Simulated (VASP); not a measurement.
Set up this calculation in VASP 6.6.1, as the native input.

```yaml
Task: relaxation of cell and atoms
Functional: LDA
Potentials_or_basis: VASP PAW LDA potentials, release 64 (Zn, O)
Cutoff: 600 eV
k_mesh: 9 × 9 × 5
Occupations: gaussian, width 0.03 eV
Spin: no spin polarisation
Further_INCAR_settings: ALGO = Normal; EDIFF = 1e-06; IBRION = 2; EDIFFG = -0.01; NSW = 90; ISIF = 3
```

The structure of ZnO (zincite) lies in POSCAR:

```
ZnO
1.0
    3.2493080000      0.0000000000      0.0000000000
   -1.6246540000      2.8139832727      0.0000000000
    0.0000000000      0.0000000000      5.2057090000
Zn O
2 2
Direct
    0.3333333333      0.6666666667      0.5000000000
    0.6666666667      0.3333333333      0.0000000000
    0.6666666667      0.3333333333      0.3790100000
    0.3333333333      0.6666666667      0.8790100000
```

These files were run (other wordings do the same):

INCAR

```
  PREC = Accurate
  ENCUT = 600
  EDIFF = 1E-6
  ISMEAR = 0
  SIGMA = 0.03
  LREAL = F
  LASPH = T
  NELM = 80
  ALGO = Normal
  ISIF = 3
  LWAVE = F
  LCHARG = F
  GGA = CA
  IBRION = 2
  NSW = 90
  EDIFFG = -0.01
```

KPOINTS

```
Automatic mesh
0
Gamma
  9 9 5
```

Potentials or basis: VASP PAW LDA potentials, release 64 (Zn, O).

Launch:

```sh
$ cat potpaw_LDA.64/Zn/POTCAR potpaw_LDA.64/O/POTCAR > POTCAR
$ mpirun -np 1 vasp_std > vasp.out
```

It gave:

```json
{"Relaxed volume": "11.40 Å³/atom", "Relaxed cell": "a = 3.194 Å, b = 3.194 Å, c = 5.164 Å, α = 90.00°, β = 90.00°, γ = 120.00°", "Space group after relaxing (to 0.05 Å)": "P6_3mc (No. 186)", "Energy gained by relaxing": "10.4 meV/atom", "Ionic steps": "11", "Pressure after relaxing": "0.0 GPa", "Largest force after relaxing": "0.004 eV/Å", "Band gap on the k mesh": "0.80 eV, direct"}
```

Run time: 4.2 min on 1 thread of Intel(R) Xeon(R) Platinum 8375C CPU @ 2.90GHz (Ice Lake), on a shared host, peak memory 0.18 GiB.
